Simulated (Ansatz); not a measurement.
The system is CdS (Greenockite).

```
Cd S
1.0
     4.15000    0.00000    0.00000
    -2.07500    3.59401    0.00000
     0.00000    0.00000    6.73700
Cd S
2 2
Cartesian
  2.0750 1.1980 3.3685
  0.0000 2.3960 0.0000
  2.0750 1.1980 5.8949
  0.0000 2.3960 2.5264
```

| Quantity | Value |
| --- | --- |
| Program | Ansatz 0.2.0 |
| Task | relaxation of cell and atoms |
| Functional | LDA |
| Potentials or basis | Ansatz PAW |
| Cutoff | 420 eV (not typed: the program's choice for these potentials) |
| k mesh | 7 × 7 × 4 |
| Occupations | fermi-dirac, width 0.05 eV |
| Spin | no spin polarisation |

At the start: volume 25.12 Å³/atom.

Question: Where does the relaxation end?

Answer: It ends after 4 steps and the volume is 23.86 Å³/atom (-5.0 %); space group P6_3mc (No. 186, to 0.05 Å).

The path:
```tsv
step	energy change (eV)	largest force (eV/Å)	volume (Å³)
1	0.0000	0.0614	100.48
2	-0.0532	0.0155	95.06
3	-0.0535	0.0058	95.42
4	-0.0529	0.0058	95.42
```

Final structure:
```
CELL_PARAMETERS angstrom
4.07391 0.00000 0.00000
-2.03696 3.52811 0.00000
0.00000 0.00000 6.63887
ATOMIC_POSITIONS crystal
Cd 0.66667 0.33333 0.49955
Cd 0.33333 0.66667 0.99955
S 0.66667 0.33333 0.87545
S 0.33333 0.66667 0.37545
```

Caveat: the plane-wave basis is chosen anew once the cell has moved, so the energies of steps on either side of that aren't comparable; the PAW data sets come from PBE, with cores solved anew for the run's functional, which leaves a small shift of forces and pressure.
